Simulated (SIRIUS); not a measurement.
The system is C.

```
CELL_PARAMETERS angstrom
-1.74982 1.20232 -0.08839
2.06079 1.74092 -0.07165
0.38193 -0.93538 -6.26637
ATOMIC_POSITIONS crystal
C 0.16744 0.33884 0.49813
C 0.16792 0.83535 0.99768
C 0.83493 0.16799 0.00360
C 0.82971 0.65781 0.50058
```

Program: SIRIUS 7.10.0. Alike in all runs: task single point; potentials or basis PseudoDojo 0.4.1 PBE standard (scalar relativistic); no spin polarisation; cell as given; k mesh 7 × 5 × 2; cutoff (eV) 1127; smearing fermi-dirac 0.05 eV; the mesh is coarse, so values aren't converged.

Question: Order these runs on this cell by their pressure, lowest first.
A. level OPBE
B. level BLYP
C. level PW91
D. level PBEsol

Answer: A (6.8 GPa), D (15.3 GPa), C (18.2 GPa), B (24.7 GPa).

Caveats: all runs use coarse meshes; the potentials were made for another functional, which shifts forces and pressure.
